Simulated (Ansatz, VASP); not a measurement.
## One calculation of B, two programs

```
CELL_PARAMETERS angstrom
0.00000 1.54251 1.54251
1.54251 0.00000 1.54251
1.54251 1.54251 0.00000
ATOMIC_POSITIONS crystal
B 0.00000 0.00000 0.00000
```

Alike in both runs: task relaxation of cell and atoms; functional r2SCAN; k mesh 10 × 10 × 10; occupations gaussian, width 0.1 eV; no spin polarisation.

|  | VASP | Ansatz |
| --- | --- | --- |
| version | VASP 6.6.1 | Ansatz 0.2.0 |
| potentials or method | VASP PAW PBE potentials, release 64 (B) | scalar-relativistic, plane waves, PAW |
| plane-wave cutoff (eV) | 600 | 500 |
| valence electrons in the cell | 3 | 3 |

VASP gave:

- gap on the k mesh at the Fermi level, each at its own relaxed structure (eV): none
- relaxed volume (Å³/atom): 5.80
- relaxed cell length with the largest relative difference (Å): 2.017
- energy change over the relaxation (meV/atom): -250

Task: What did Ansatz give for the same quantities?

Result: gap on the k mesh at the Fermi level, each at its own relaxed structure (eV): none; relaxed volume (Å³/atom): 5.81; relaxed cell length with the largest relative difference (Å): 2.018; energy change over the relaxation (meV/atom): -248.

A gap of «none» marks a metal or a gap that the smearing closes.

Caveats: the volume moved by over 15 % at a fixed basis, so the end points are rough; the PAW data sets were made with another functional, which shifts forces and pressure a little (VASP).
